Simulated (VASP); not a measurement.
# SiNi2 (P6_3/mmc) in VASP: settings compared, part 2 of 2

VASP 6.6.1.

**3. Relaxation of cell and atoms, PBE, collinear spin, ferromagnetic start, target pressure 30 GPa, at which the enthalpy is minimised**

Contents of INCAR:

```
SYSTEM = SiNi2
PREC = Accurate
ENCUT = 600
EDIFF = 1E-7
ISMEAR = -1
SIGMA = 0.05
LREAL = .False.
LASPH = .True.
NELM = 120
ALGO = Fast
ISIF = 3
LWAVE = .False.
LCHARG = .False.
ISPIN = 2
MAGMOM = 1 1 1 1 0 0
LORBIT = 11
LMAXMIX = 4
GGA = PE
IBRION = 2
NSW = 40
EDIFFG = -0.02
PSTRESS = 300
```

Contents of KPOINTS:

```
regular mesh
0
Gamma
  6 6 5
  0 0 0
```

Contents of POSCAR:

```
SiNi2
1.0
    3.8360000000      0.0000000000      0.0000000000
   -1.9180000000      3.3220734489      0.0000000000
    0.0000000000      0.0000000000      4.9480000000
Ni Si
4 2
Direct
    0.6666666667      0.3333333333      0.7500000000
    0.3333333333      0.6666666667      0.2500000000
    0.0000000000      0.0000000000      0.5000000000
    0.0000000000      0.0000000000      0.0000000000
    0.6666666667      0.3333333333      0.2500000000
    0.3333333333      0.6666666667      0.7500000000
```

Potentials or basis: VASP PAW PBE potentials, release 64 (Ni, Si).

Run with:

```console
$ cat potpaw_PBE.64/Ni/POTCAR potpaw_PBE.64/Si/POTCAR > POTCAR
$ mpirun -np 1 vasp_std > vasp.out
```

It took 3.9 min on 1 thread of Intel Xeon 6975P-C (Granite Rapids), shared host; peak memory 0.27 GiB.

It converged, with:

```yaml
Free_energy: -35.1970 eV
Relaxed_volume: 9.83 Å³/atom
Relaxed_cell: a = 3.781 Å, b = 3.781 Å, c = 4.763 Å, α = 90.00°, β = 90.00°, γ = 120.00°
Space_group_after_relaxing_to_0.05_Å: P6_3/mmc (No. 194)
Energy_change_on_relaxing_the_enthalpy_is_what_falls: +82.1 meV/atom
Ionic_steps: 6
Pressure_after_relaxing: 30.1 GPa
Band_gap_on_the_k_mesh: none (metal or under the smearing width)
Net_moment: 0.00 μB per cell
Valence_electrons_inside_the_program's_atomic_spheres: Ni 9.88, 9.62; Si 1.67
```

The path:
| step | energy change (eV) | largest force (eV/Å) | pressure (GPa) | volume (Å³) |
| --- | --- | --- | --- | --- |
| 1 | 0.0000 | 0.0000 | 11.10 | 63.05 |
| 2 | 2.6719 | 0.0000 | 81.00 | 52.40 |
| 3 | 0.4763 | 0.0000 | 29.62 | 59.13 |
| 4 | 0.4992 | 0.0000 | 30.37 | 59.01 |
| 5 | 0.4931 | 0.0000 | 30.14 | 58.96 |
| 6 | 0.4927 | 0.0000 | 30.08 | 58.96 |

Final structure:
```yaml
crystal:
  lattice:
    - [3.78095, 0.00000, 0.00000]
    - [-1.89047, 3.27439, 0.00000]
    - [0.00000, 0.00000, 4.76271]
  atoms:
    - { symbol: Ni, position: [0.66667, 0.33333, 0.75000] }
    - { symbol: Ni, position: [0.33333, 0.66667, 0.25000] }
    - { symbol: Ni, position: [0.00000, 0.00000, 0.50000] }
    - { symbol: Ni, position: [0.00000, 0.00000, 0.00000] }
    - { symbol: Si, position: [0.66667, 0.33333, 0.25000] }
    - { symbol: Si, position: [0.33333, 0.66667, 0.75000] }
```

Levels at points of the mesh, in eV from the Fermi level:
Spin up:
```
           k point  band 22  band 23  band 24  band 25  band 26  band 27
(0.00, 0.00, 0.00)    -0.69     0.22     2.82     2.82     3.09     3.09
(0.50, 0.00, 0.00)    -1.35    -1.13    -0.75    -0.58     1.55     2.04
```
Spin down:
```
           k point  band 21  band 22  band 23  band 24  band 25  band 26  band 27  band 28
(0.00, 0.00, 0.00)    -0.69    -0.69     0.22     2.82     2.82     3.09     3.09     3.11
(0.50, 0.00, 0.00)    -1.46    -1.35    -1.13    -0.75    -0.58     1.55     2.04     3.29
```

Caveat: the cell is relaxed towards a set pressure, so the enthalpy falls and the energy may rise.

**4. Relaxation of cell and atoms, PBE, collinear spin, ferromagnetic start, target pressure -3 GPa, at which the enthalpy is minimised**

Contents of INCAR:

```
PREC = Accurate
ENCUT = 600
EDIFF = 1E-7
ISMEAR = -1
SIGMA = 0.05
LREAL = False
LASPH = True
NELM = 120
ALGO = Conjugate
ISIF = 3
LWAVE = False
LCHARG = False
ISPIN = 2
MAGMOM = 1 1 1 1 0 0
LORBIT = 11
LMAXMIX = 4
GGA = PE
IBRION = 2
NSW = 40
EDIFFG = -0.02
PSTRESS = -30
```

Contents of KPOINTS:

```
regular mesh
0
Gamma
  6 6 5
```

POSCAR is that of step 3.

Run with:

```console
$ cat potpaw_PBE.64/Ni/POTCAR potpaw_PBE.64/Si/POTCAR > POTCAR
$ mpirun -np 1 vasp_std > vasp.out
```

It took 4.8 min on 1 thread of Intel Xeon 6975P-C (Granite Rapids), shared host; peak memory 0.35 GiB.

Results (log left out):

| Quantity | Value |
| --- | --- |
| Free energy | -35.7887 eV |
| Relaxed volume | 11.19 Å³/atom |
| Relaxed cell | a = 3.927 Å, b = 3.927 Å, c = 5.026 Å, α = 90.00°, β = 90.00°, γ = 120.00° |
| Space group after relaxing (to 0.05 Å) | P6_3/mmc (No. 194) |
| Energy change on relaxing (the enthalpy is what falls) | -16.5 meV/atom |
| Ionic steps | 4 |
| Pressure after relaxing | -2.9 GPa |
| Band gap on the k mesh | none (metal or under the smearing width) |
| Net moment | 0.00 μB per cell |
| Valence electrons inside the program's atomic spheres | Ni 9.58, 9.35; Si 1.58 |

Stress tensor (GPa, compression positive):
```
-2.76  0.00  0.00
 0.00 -2.76  0.00
 0.00  0.00 -3.26
```

The path:
```tsv
step	energy change (eV)	largest force (eV/Å)	pressure (GPa)	volume (Å³)
1	0.0000	0.0000	11.10	63.05
2	0.1666	0.0000	-14.02	71.87
3	-0.0975	0.0000	-3.16	67.22
4	-0.0991	0.0000	-2.92	67.13
```

Final structure:
```xyz
6
Lattice="3.9272 0.0000 0.0000 -1.9636 3.4011 0.0000 0.0000 0.0000 5.0262" Properties=species:S:1:pos:R:3 pbc="T T T"
Ni    1.9636    1.1337    3.7697
Ni    0.0000    2.2674    1.2566
Ni    0.0000    0.0000    2.5131
Ni    0.0000    0.0000    0.0000
Si    1.9636    1.1337    1.2566
Si    0.0000    2.2674    3.7697
```

Levels at points of the mesh, in eV from the Fermi level:
Spin up:
```tsv
k point	band 21	band 22	band 23	band 24	band 25	band 26	band 27	band 28
(0.00, 0.00, 0.00)	-0.57	-0.57	0.13	2.60	2.77	2.77	2.79	2.79
(0.50, 0.00, 0.00)	-1.25	-1.12	-0.93	-0.63	-0.51	1.05	1.80	2.92
```
Spin down:
```csv
k point,band 20,band 21,band 22,band 23,band 24,band 25,band 26,band 27,band 28,band 29
"(0.00, 0.00, 0.00)",-1.16,-0.57,-0.57,0.13,2.60,2.77,2.77,2.79,2.79,3.21
"(0.50, 0.00, 0.00)",-1.39,-1.25,-1.12,-0.93,-0.63,-0.51,1.05,1.80,2.92,3.57
```

Caveat: the cell is relaxed towards a set pressure, so the enthalpy falls and the energy may rise.

**5. Relaxation of cell and atoms, PBEsol, collinear spin, ferromagnetic start**

Contents of INCAR:

```
SYSTEM = SiNi2
ALGO = Normal
EDIFF = 1E-6
EDIFFG = -0.01
ENCUT = 600
GGA = PS
IBRION = 2
ISIF = 3
ISMEAR = -1
ISPIN = 2
LASPH = .TRUE.
LCHARG = .FALSE.
LMAXMIX = 4
LORBIT = 11
LREAL = .FALSE.
LWAVE = .FALSE.
MAGMOM = 1 1 1 1 0 0
NELM = 150
NSW = 60
PREC = Accurate
SIGMA = 0.05
```

Contents of KPOINTS:

```
k-points
0
G
  6 6 5
  0 0 0
```

POSCAR is that of step 4.

Run with:

```console
$ cat potpaw_PBE.64/Ni/POTCAR potpaw_PBE.64/Si/POTCAR > POTCAR
$ mpirun -np 1 vasp_std > vasp.out
```

Run time: 2.9 min. Hardware: 1 thread of AMD EPYC 9R45 (Zen 5), shared host; peak memory 0.24 GiB.

The run converged. Its results:

* Free energy: -39.5914 eV
* Relaxed volume: 10.62 Å³/atom
* Relaxed cell: a = 3.870 Å, b = 3.870 Å, c = 4.914 Å, α = 90.00°, β = 90.00°, γ = 120.00°
* Space group after relaxing (to 0.05 Å): P6_3/mmc (No. 194)
* Energy gained by relaxing: 2.7 meV/atom
* Ionic steps: 4
* Pressure after relaxing: 0.0 GPa
* Band gap on the k mesh: none (metal or under the smearing width)
* Net moment: 0.00 μB per cell
* Valence electrons inside the program's atomic spheres: Ni 9.71, 9.46; Si 1.60

Step by step:
```
step  energy change (eV)  largest force (eV/Å)  pressure (GPa)  volume (Å³)
   1              0.0000                0.0000            3.05        63.05
   2             -0.0018                0.0000           -4.00        64.89
   3             -0.0136                0.0000           -0.82        63.99
   4             -0.0163                0.0000            0.03        63.75
```

Final structure:
```
Ni Si
1.0
     3.87019    0.00000    0.00000
    -1.93509    3.35168    0.00000
     0.00000    0.00000    4.91428
Ni Si
4 2
Direct
  0.66667 0.33333 0.75000
  0.33333 0.66667 0.25000
  0.00000 0.00000 0.50000
  0.00000 0.00000 0.00000
  0.66667 0.33333 0.25000
  0.33333 0.66667 0.75000
```

Levels at points of the mesh, in eV from the Fermi level:
Spin up:
```
           k point  band 20  band 21  band 22  band 23  band 24  band 25  band 26  band 27  band 28  band 29
(0.00, 0.00, 0.00)    -1.26    -0.61    -0.61     0.17     2.78     2.78     2.78     2.91     2.91     3.34
(0.50, 0.00, 0.00)    -1.50    -1.33    -1.21    -1.01    -0.67    -0.53     1.25     1.90     3.04     3.81
```
Spin down:
| k point | band 21 | band 22 | band 23 | band 24 | band 25 | band 26 | band 27 | band 28 |
| --- | --- | --- | --- | --- | --- | --- | --- | --- |
| (0.00, 0.00, 0.00) | -0.61 | -0.61 | 0.17 | 2.78 | 2.78 | 2.78 | 2.91 | 2.91 |
| (0.50, 0.00, 0.00) | -1.33 | -1.21 | -1.01 | -0.67 | -0.53 | 1.25 | 1.90 | 3.04 |

Caveat: the PAW data sets were made with another functional, which shifts forces and pressure a little. Zero-point motion and thermal expansion aren't in these numbers.

**6. Relaxation of cell and atoms, PBEsol+D3, collinear spin, ferromagnetic start**

Changes to INCAR since step 5:

```diff
@@ -10,2 +10,3 @@
 ISPIN = 2
+IVDW = 11
 LASPH = .TRUE.
```

KPOINTS is that of step 5.

POSCAR is that of step 5.

Potentials or basis: VASP PAW PBE potentials, release 64 (Ni, Si).

Run with:

```console
$ cat potpaw_PBE.64/Ni/POTCAR potpaw_PBE.64/Si/POTCAR > POTCAR
$ mpirun -np 1 vasp_std > vasp.out
```

Wall time 3.9 min (1 thread of AMD EPYC 9R45 (Zen 5), shared host); peak memory 0.25 GiB.

It converged, with:

```yaml
Free_energy: -41.4750 eV
Relaxed_volume: 10.33 Å³/atom
Relaxed_cell: a = 3.839 Å, b = 3.839 Å, c = 4.854 Å, α = 90.00°, β = 90.00°, γ = 120.00°
Space_group_after_relaxing_to_0.05_Å: P6_3/mmc (No. 194)
Energy_gained_by_relaxing: 4.2 meV/atom
Ionic_steps: 6
Pressure_after_relaxing: 0.0 GPa
Band_gap_on_the_k_mesh: none (metal or under the smearing width)
Net_moment: 0.00 μB per cell
Valence_electrons_inside_the_program's_atomic_spheres: Ni 9.77, 9.52; Si 1.62
Dispersion_energy_per_atom: -0.320 eV
```

Step by step:
```csv
step,energy change (eV),largest force (eV/Å),pressure (GPa),volume (Å³)
1,0.0000,0.0000,-3.17,63.05
2,-0.0162,0.0000,3.29,61.17
3,-0.0215,0.0000,1.12,61.77
4,-0.0250,0.0000,-0.22,62.03
5,-0.0254,0.0000,0.11,61.97
6,-0.0254,0.0000,0.01,61.96
```

Final structure:
```
Ni Si
1.0
     3.83924    0.00000    0.00000
    -1.91962    3.32488    0.00000
     0.00000    0.00000    4.85425
Ni Si
4 2
Direct
  0.66667 0.33333 0.75000
  0.33333 0.66667 0.25000
  0.00000 0.00000 0.50000
  0.00000 0.00000 0.00000
  0.66667 0.33333 0.25000
  0.33333 0.66667 0.75000
```

Levels at points of the mesh, in eV from the Fermi level:
Spin up:
| k point | band 22 | band 23 | band 24 | band 25 | band 26 | band 27 |
| --- | --- | --- | --- | --- | --- | --- |
| (0.00, 0.00, 0.00) | -0.64 | 0.20 | 2.78 | 2.78 | 2.88 | 2.97 |
| (0.50, 0.00, 0.00) | -1.26 | -1.05 | -0.70 | -0.55 | 1.36 | 1.95 |
Spin down:
```
           k point  band 20  band 21  band 22  band 23  band 24  band 25  band 26  band 27  band 28  band 29
(0.00, 0.00, 0.00)    -1.31    -0.64    -0.64     0.20     2.78     2.78     2.88     2.97     2.97     3.40
(0.50, 0.00, 0.00)    -1.56    -1.37    -1.26    -1.05    -0.70    -0.55     1.36     1.95     3.12     3.94
```

Caveat: the PAW data sets were made with another functional, which shifts forces and pressure a little; pairwise dispersion overbinds metals, which lowers pressure and volume.

**7. For comparison**

An earlier run on the cell as given: functional PBE; potentials or basis VASP PAW PBE potentials, release 64 (Ni, Si); cutoff 520 eV; k mesh 8 × 8 × 6; occupations fermi-dirac, width 0.05 eV; collinear spin, ferromagnetic start; starting moments [1.0, 1.0, 1.0, 1.0, 0.0, 0.0] μB.

* Pressure: 11.3 GPa
* Band gap on the k mesh: none (metal or under the smearing width)
* Net moment: 0.00 μB per cell
* Valence electrons inside the program's atomic spheres: Ni 9.73, 9.47; Si 1.62

**8. Overview**

```tsv
task	level	cell	k mesh	cutoff (eV)	target pressure	other keys	gap on the mesh (eV)	pressure (GPa)	moment (μB)	relaxed volume (Å³/atom)
relaxation of cell and atoms	PBE	relaxed to 20 GPa	6 × 6 × 5	600	20 GPa	-	none	20.0	0.00	-
relaxation of cell and atoms	PBE	relaxed to 30 GPa	6 × 6 × 5	600	30 GPa	-	none	30.1	0.00	-
relaxation of cell and atoms	PBE	relaxed to -3 GPa	6 × 6 × 5	600	-3 GPa	PSTRESS = -30; EDIFFG = -0.02; ALGO = Conjugate	none	-2.9	0.00	-
relaxation of cell and atoms	PBEsol	relaxed	6 × 6 × 5	600	-	-	none	0.0	0.00	10.62
relaxation of cell and atoms	PBEsol+D3	relaxed	6 × 6 × 5	600	-	-	none	0.0	0.00	10.33
single point	PBE	as given	8 × 8 × 6	520	-	-	none	11.3	0.00	-
```

Alike in all rows: potentials or basis VASP PAW PBE potentials, release 64 (Ni, Si); spin collinear, ferromagnetic start; smearing fermi-dirac 0.05 eV.

Caveats: the cell is relaxed towards a set pressure, so the enthalpy falls and the energy may rise (some runs); the PAW data sets were made with another functional, which shifts forces and pressure a little (some runs); pairwise dispersion overbinds metals, which lowers pressure and volume (some runs).

Absolute energies hang on the potentials; compare differences alone.
